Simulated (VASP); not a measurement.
# SrCl2 (Fm-3m) in VASP: further runs

One crystal, SrCl2, is run at these levels: PBE; tasks: single point.

Everything below comes from runs of VASP 6.6.1. Logs are shortened: lines on timing, memory, paths and dates and some standing lists are left out, and cuts for length are marked.

## 1. The crystal as given

Symmetry: Fm-3m, No. 225, cubic system. Conventional cell: a = 6.977 Å, b = 6.977 Å, c = 6.977 Å, α = 90.00°, β = 90.00°, γ = 90.00°. Sr (site symmetry m-3m) is surrounded by 8 Cl at 3.02 Å. Cl (site symmetry -43m) has 4 Sr at 3.02 Å as nearest neighbours.

## 2. Single point, PBE

File INCAR:

```
SYSTEM = SrCl2
ADDGRID = .False. ; ALGO = Normal
EDIFF = 1E-6 ; ENCUT = 350
GGA = PE ; ISIF = 2
ISMEAR = 0 ; LASPH = .True.
LCHARG = .False. ; LREAL = .False.
LWAVE = .False. ; NBANDS = 19
NELM = 100 ; PREC = Accurate
SIGMA = 0.05
```

File KPOINTS:

```
k-points
0
Gamma
  2 2 2
  0 0 0
```

File POSCAR:

```
SrCl2
1.0
    0.0000000000      3.4883500000      3.4883500000
    3.4883500000      0.0000000000      3.4883500000
    3.4883500000      3.4883500000      0.0000000000
Sr Cl
1 2
Direct
    0.0068970000     -0.0112840000      0.0399150000
    0.7604860000      0.7424010000      0.7508940000
    0.2477780000      0.2469560000      0.2707310000
```

Potentials or basis: VASP PAW PBE potentials, release 64 (Sr_sv, Cl).

Command:

```
$ cat potpaw_PBE.64/Sr_sv/POTCAR potpaw_PBE.64/Cl/POTCAR > POTCAR
$ mpirun -np 1 vasp_std > vasp.out
```

OUTCAR:

```text
SYSTEM = SrCl2
   EDIFF = 1E-6
   ENCUT = 350
   GGA = PE
   ISIF = 2
   ISMEAR = 0
   LASPH = .True.
   LREAL = .False.
   NELM = 100
   PREC = Accurate

 Found      8 irreducible k-points:

 Following reciprocal coordinates:
            Coordinates               Weight
  0.000000  0.000000  0.000000      1.000000
  0.500000  0.000000  0.000000      1.000000
  0.000000  0.500000  0.000000      1.000000
  0.000000  0.000000  0.500000      1.000000
  0.500000  0.500000  0.500000      1.000000
  0.500000  0.500000  0.000000      1.000000
   k-points           NKPTS =      8   k-points in BZ     NKDIM =      8   number of bands    NBANDS=     19
   number of dos      NEDOS =    301   number of ions     NIONS =      3
   total plane-waves  NPLWV =  27000
   dimension x,y,z NGX =    30 NGY =   30 NGZ =   30
   dimension x,y,z NGXF=    60 NGYF=   60 NGZF=   60
   ions per type =               1   2
   NGX,Y,Z   is equivalent  to a cutoff of  10.11, 10.11, 10.11 a.u.
   NGXF,Y,Z  is equivalent  to a cutoff of  20.22, 20.22, 20.22 a.u.
 SYSTEM =  SrCl2
   PREC   = accura    normal or accurate (medium, high low for compatibility)
   ISTART =      0    job   : 0-new  1-cont  2-samecut
   ICHARG =      2    charge: 1-file 2-atom 10-const
   ISPIN  =      1    spin polarized calculation?
   LNONCOLLINEAR =      F non collinear calculations
   LSORBIT =      F    spin-orbit coupling
   LASPH  =      T    aspherical Exc in radial PAW
   ENCUT  =  350.0 eV  25.72 Ry    5.07 a.u.   7.53  7.53  7.53*2*pi/ulx,y,z
   NELM   =    100;   NELMIN=  2; NELMDL= -5     # of ELM steps
   EDIFF  = 0.1E-05   stopping-criterion for ELM
   LREAL  =      F    real-space projection
   EDIFFG = 0.1E-04   stopping-criterion for IOM
   NSW    =      0    number of steps for IOM
   IBRION =     -1    ionic relax: 0-MD 1-quasi-New 2-CG
   NFREE  =      0    steps in history (QN), initial steepest desc. (CG)
   ISIF   =      2    stress and relaxation
   ISYM   =      2    0-nonsym 1-usesym 2-fastsym
   POTIM  = 0.5000    time-step for ionic-motion
   TEBEG  =    0.0;   TEEND  =   0.0 temperature during run
   PSTRESS=    0.0 pullay stress
   NELECT =      24.0000    total number of electrons
   NUPDOWN=      -1.0000    fix difference up-down
   EMIN   =  10.00;   EMAX   =-10.00  energy-range for DOS
   EFERMI =   0.00;   METHOD = LEGACY
   ISMEAR =     0;   SIGMA  =   0.05  broadening in eV -4-tet -1-fermi 0-gaus
   EFERMI_NEDOS =   21; number of points for ismear=-14 and -15
   IALGO  =     38    algorithm
   IMIX   =      4    mixing-type and parameters
     AMIX     =   0.40;   BMIX     =  1.00
     AMIX_MAG =   1.60;   BMIX_MAG =  1.00
  volume/ion in A,a.u.               =      28.30       190.97
  Fermi-wavevector in a.u.,A,eV,Ry     =   1.074439  2.030396 15.706833  1.154420
  Thomas-Fermi vector in A             =   2.210267
   LORBIT       =      0    0 simple, 1 ext, 2 COOP (PROOUT), +10 PAW based schemes
   GGA     = PE    functional components
   LHFCALC =     F    Hartree Fock is set to
   AEXX    =    0.0000 exact exchange contribution
   IVDW    =     0    specifies the selected vdW correction
   LEPSILON=     F    determine dielectric tensor
   LRPA    =     F    only Hartree local field effects (RPA)
 non-spin polarized calculation
 Gauss-broadening in eV      SIGMA  =   0.05
  energy-cutoff  :      350.00
  volume of cell :       84.90
 maximum number of plane-waves:      1266
   NGX = 15   NGY = 15   NGZ = 15

 number of electron      24.0000000 magnetization

 Free energy of the ion-electron system (eV)
  ---------------------------------------------------
  ext. energy  EPLUGINS =         0.00000000
  ---------------------------------------------------
  free energy    TOTEN  =       -12.70337511 eV

  energy without entropy =      -12.70337511  energy(sigma->0) =      -12.70337511

 E-fermi :   0.4675     XC(G=0):  -8.2754

 val. band max:        0.1845603474   @ k =   0.5000   0.5000   0.0000
 cond. band min:       5.4842830568   @ k =   0.0000   0.0000   0.0000
 fundamental gap:      5.2997227094
 Fermi energy:         0.4675064200

 k-point     1 :       0.0000    0.0000    0.0000
  band No.  band energies     occupation
      1     -32.7311      2.00000
      2     -14.7385      2.00000
      3     -14.7261      2.00000
      4     -14.7232      2.00000
      5     -13.1330      2.00000
      6     -12.2922      2.00000
      7      -1.9856      2.00000
      8      -1.9628      2.00000
      9      -1.9281      2.00000
     10      -0.1891      2.00000
     11      -0.1758      2.00000
     12      -0.1679      2.00000
     13       5.4843      0.00000
     14       6.2583      0.00000
     15       6.3028      0.00000
     16       8.9664      0.00000
     17       8.9850      0.00000
     18       9.1959      0.00000
     19       9.4471      0.00000

 k-point     2 :       0.5000    0.0000    0.0000
  band No.  band energies     occupation
      1     -32.7280      2.00000
      2     -14.9978      2.00000
      3     -14.7538      2.00000
      4     -14.7374      2.00000
      5     -12.7560      2.00000
      6     -12.3540      2.00000
      7      -1.5241      2.00000
      8      -1.4321      2.00000
      9      -1.2761      2.00000
     10      -1.1510      2.00000
     11      -0.9062      2.00000
     12      -0.7765      2.00000
     13       6.8235      0.00000
     14       6.9293      0.00000
     15       7.6947      0.00000
     16       8.0909      0.00000
     17       8.7351      0.00000
     18       8.8513      0.00000
     19       9.0150      0.00000

 k-point     3 :       0.0000    0.5000    0.0000
  band No.  band energies     occupation
      1     -32.7279      2.00000
      2     -15.0171      2.00000
      3     -14.7541      2.00000
      4     -14.7389      2.00000
      5     -12.7192      2.00000
      6     -12.3622      2.00000
      7      -1.4455      2.00000
      8      -1.4179      2.00000
      9      -1.2844      2.00000
     10      -1.1287      2.00000
     11      -0.9533      2.00000
     12      -0.8257      2.00000
     13       6.8002      0.00000
     14       6.9200      0.00000
     15       7.6089      0.00000
     16       8.0536      0.00000
     17       8.6838      0.00000
     18       8.7178      0.00000
     19       9.0280      0.00000

 k-point     4 :       0.0000    0.0000    0.5000
  band No.  band energies     occupation
      1     -32.7278      2.00000
      2     -15.0455      2.00000
      3     -14.7428      2.00000
      4     -14.7378      2.00000
      5     -12.6998      2.00000
      6     -12.3583      2.00000
      7      -1.4172      2.00000
      8      -1.3592      2.00000
      9      -1.2760      2.00000
     10      -1.1145      2.00000
     11      -0.9769      2.00000
     12      -0.9032      2.00000
     13       6.8237      0.00000
     14       6.8778      0.00000
     15       7.3438      0.00000
     16       8.2248      0.00000
     17       8.6386      0.00000
     18       8.6543      0.00000
     19       9.0148      0.00000

 k-point     5 :       0.5000    0.5000    0.5000
  band No.  band energies     occupation
      1     -32.7280      2.00000
      2     -15.0053      2.00000
      3     -14.7469      2.00000
      4     -14.7368      2.00000
      5     -12.7619      2.00000
      6     -12.3474      2.00000
      7      -1.5131      2.00000
      8      -1.4242      2.00000
      9      -1.2977      2.00000
     10      -1.1493      2.00000
     11      -0.9011      2.00000
     12      -0.7758      2.00000
     13       6.8253      0.00000
     14       6.9256      0.00000
     15       7.4828      0.00000
     16       8.3124      0.00000
     17       8.7322      0.00000
     18       8.8623      0.00000
     19       9.0101      0.00000

 k-point     6 :       0.5000    0.5000    0.0000
  band No.  band energies     occupation
      1     -32.7268      2.00000
      2     -15.0808      2.00000
      3     -14.7759      2.00000
      4     -14.7567      2.00000
      5     -12.5728      2.00000
      6     -12.3717      2.00000
      7      -2.5895      2.00000
      8      -1.7213      2.00000
      9      -1.7102      2.00000
     10      -0.2937      2.00000
     11      -0.2127      2.00000
     12       0.1846      2.00000
     13       5.6730      0.00000
     14       7.1828      0.00000
     15       7.7097      0.00000
     16       8.0293      0.00000
     17       8.1369      0.00000
     18       8.9222      0.00000
     19      10.0465      0.00000

 [... further k-points ...]

------------------------ aborting loop because EDIFF is reached ----------------------------------------

  FORCE on cell =-STRESS in cart. coord.  units (eV):
  Direction    XX          YY          ZZ          XY          YZ          ZX
  --------------------------------------------------------------------------------------
  -------------------------------------------------------------------------------------
  Total        0.8853506      0.8305132      0.8788785      0.1995164     -0.2528307     -0.0942283
  in kB       16.7084326     15.6735357     16.5862903      3.7652951     -4.7714490     -1.7782873
  external PRESSURE =      16.3227529 kB  Pullay stress =       0.0000000 kB

 VOLUME and BASIS-vectors are now :
 -----------------------------------------------------------------------------
  energy-cutoff  :      350.00
  volume of cell :       84.90
      direct lattice vectors                 reciprocal lattice vectors
     0.000000000  3.488350000  3.488350000    -0.143334241  0.143334241  0.143334241
     3.488350000  0.000000000  3.488350000     0.143334241 -0.143334241  0.143334241
     3.488350000  3.488350000  0.000000000     0.143334241  0.143334241 -0.143334241

 POSITION                                       TOTAL-FORCE (eV/Angst)
 -----------------------------------------------------------------------------------
      3.58822      0.16330      3.47305        -0.238311     -0.314558      0.094804
      5.20914      5.27222      5.24260         0.308284      0.222999     -0.160608
      1.80587      1.80874      1.72581        -0.069973      0.091559      0.065804
 -----------------------------------------------------------------------------------
    total drift:                                0.000116      0.000104      0.000172

  FREE ENERGIE OF THE ION-ELECTRON SYSTEM (eV)
  ---------------------------------------------------
  free  energy   TOTEN  =       -12.7033751118 eV

  energy  without entropy=      -12.7033751118  energy(sigma->0) =      -12.70337511
```

Wall time 7.6 s (1 thread of Intel Xeon Platinum 8488C (Sapphire Rapids), shared host); peak memory 0.16 GiB.

The run converged, but some of its settings lie outside the range that counts as converged, so its numbers aren't taken as properties of the crystal.

Results:

| Item | Value |
| --- | --- |
| Free energy | -12.7034 eV |
| Pressure | 1.6 GPa |
| Largest force | 0.413 eV/Å |
| Band gap on the k mesh | 5.30 eV, indirect (least direct gap 5.49 eV) |

Caveat: the k mesh is coarse (spacing up to 0.78 Å⁻¹), so the values aren't converged.

## 3. Single point, PBE

Changes to INCAR since step 2:

```diff
@@ -2,3 +2,3 @@
 ADDGRID = .False. ; ALGO = Normal
-EDIFF = 1E-6 ; ENCUT = 350
+EDIFF = 1E-6 ; ENCUT = 400
 GGA = PE ; ISIF = 2
```

KPOINTS is that of step 2.

File POSCAR:

```
SrCl2
1.0
    0.0000000000      3.4883500000      3.4883500000
    3.4883500000      0.0000000000      3.4883500000
    3.4883500000      3.4883500000      0.0000000000
Sr Cl
1 2
Direct
    0.0000000000      0.0000000000      0.0000000000
    0.7500000000      0.7500000000      0.7500000000
    0.2500000000      0.2500000000      0.2500000000
```

Potentials or basis: VASP PAW PBE potentials, release 64 (Sr_sv, Cl).

Command:

```
$ cat potpaw_PBE.64/Sr_sv/POTCAR potpaw_PBE.64/Cl/POTCAR > POTCAR
$ mpirun -np 1 vasp_std > vasp.out
```

It took 4.7 s on 1 thread of Intel Xeon Platinum 8488C (Sapphire Rapids), shared host; peak memory 0.17 GiB.

The run converged, but some of its settings lie outside the range that counts as converged, so its numbers aren't taken as properties of the crystal.

Results:

* Free energy: -12.7396 eV
* Pressure: 1.3 GPa
* Band gap on the k mesh: 5.32 eV, indirect (least direct gap 5.49 eV)

Caveat: the k mesh is coarse (spacing up to 0.78 Å⁻¹), so the values aren't converged.

## 4. Single point, PBE

INCAR is that of step 3.

KPOINTS is that of step 3.

File POSCAR:

```
SrCl2
1.0
    0.0000000000      3.4883500000      3.4883500000
    3.4883500000      0.0000000000      3.4883500000
    3.4883500000      3.4883500000      0.0000000000
Sr Cl
1 2
Direct
    0.0068970000     -0.0112840000      0.0399150000
    0.7604860000      0.7424010000      0.7508940000
    0.2477780000      0.2469560000      0.2707310000
```

Command:

```
$ cat potpaw_PBE.64/Sr_sv/POTCAR potpaw_PBE.64/Cl/POTCAR > POTCAR
$ mpirun -np 1 vasp_std > vasp.out
```

It took 7.2 s on 1 thread of Intel Xeon Platinum 8488C (Sapphire Rapids), shared host; peak memory 0.16 GiB.

The run converged, but some of its settings lie outside the range that counts as converged, so its numbers aren't taken as properties of the crystal.

What came out:

```
Free energy            : -12.7033 eV
Pressure               : 1.6 GPa
Largest force          : 0.413 eV/Å
Band gap on the k mesh : 5.30 eV, indirect (least direct gap 5.49 eV)
```

Caveat: the k mesh is coarse (spacing up to 0.78 Å⁻¹), so the values aren't converged.
